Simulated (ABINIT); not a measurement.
Te2Pt (Moncheite):

```
Pt Te
1.0
     4.01000    0.00000    0.00000
    -2.00500    3.47276    0.00000
     0.00000    0.00000    5.20100
Pt Te
1 2
Cartesian
  0.0000 0.0000 0.0000
  2.0050 1.1576 3.9007
  0.0000 2.3152 1.3002
```

Program: ABINIT 10.8.3 (patched build). Alike in all runs: no spin polarisation; cell as given; smearing fermi-dirac 0.05 eV.

Task: Order these runs on this cell by their pressure, lowest first.
A. level rPW86PBE; potentials or basis JTH PAW PBE v2.0; k mesh 8 × 8 × 5; cutoff (eV) 435; fine-grid cutoff 870.764 eV
B. level r2SCAN; potentials or basis JTH PAW PBE v2.0; k mesh 6 × 6 × 4; cutoff (eV) 517; fine-grid cutoff 1034.03 eV
C. level PBE; potentials or basis JTH PAW PBE v2.0; k mesh 8 × 8 × 5; cutoff (eV) 435; fine-grid cutoff 870.764 eV
D. level LDA; potentials or basis JTH PAW LDA v2.0; k mesh 8 × 8 × 5; cutoff (eV) 544; fine-grid cutoff 1088.46 eV
E. level AM05; potentials or basis JTH PAW PBE v2.0; k mesh 8 × 8 × 5; cutoff (eV) 435; fine-grid cutoff 870.764 eV

Result: D (3.1 GPa), E (5.2 GPa), B (8.1 GPa), C (9.9 GPa), A (16.5 GPa).

Caveats: the PAW data sets were made with another functional, which shifts forces and pressure a little (some runs); so large a pressure means that the cell lies far from this level's equilibrium, or that cutoff or potentials fall short (some runs); the potentials were made for another functional, which shifts forces and pressure (some runs).
